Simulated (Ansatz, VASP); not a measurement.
# One calculation of Cu, two programs

```
Cu
1.0
     5.11238    0.00000    0.00000
     2.55619    4.42745    0.00000
     0.00000    0.00000   24.26136
Cu
16
Direct
  0.00000 0.00000 0.37096
  0.50000 0.00000 0.37096
  0.00000 0.50000 0.37096
  0.50000 0.50000 0.37096
  0.16667 0.16667 0.45699
  0.66667 0.16667 0.45699
  0.16667 0.66667 0.45699
  0.66667 0.66667 0.45699
  0.83333 0.33333 0.53773
  0.33333 0.33333 0.53773
  0.83333 0.83333 0.53773
  0.33333 0.83333 0.53773
  0.00000 0.00000 0.61818
  0.50000 0.00000 0.61818
  0.00000 0.50000 0.61818
  0.50000 0.50000 0.61818
```

Alike in both runs: functional LDA; k mesh 6 × 6 × 1; occupations gaussian, width 0.1 eV; no spin polarisation.

Ansatz relaxed the structure, and its values are those at the end. VASP's run is a single point on that final structure, the one shown.

```csv
,VASP,Ansatz
version,VASP 6.6.1,Ansatz 0.2.0
potentials or method,"VASP PAW LDA potentials, release 64 (Cu)","scalar-relativistic, plane waves, PAW"
plane-wave cutoff (eV),520,420
valence electrons in the cell,176,304
```

Ansatz gave:

```
gap on the k mesh at the Fermi level (eV) : none
rms of the force components (eV/Å)        : 0.212
```

Task: Which values does VASP return?

Result: gap on the k mesh at the Fermi level (eV): none; rms of the force components (eV/Å): 0.207.

A gap of «none» marks a metal or a gap that the smearing closes. The two sets of potentials don't hold the same shells in valence. Ansatz warned: «xc_potential_rough_in_thin_density».
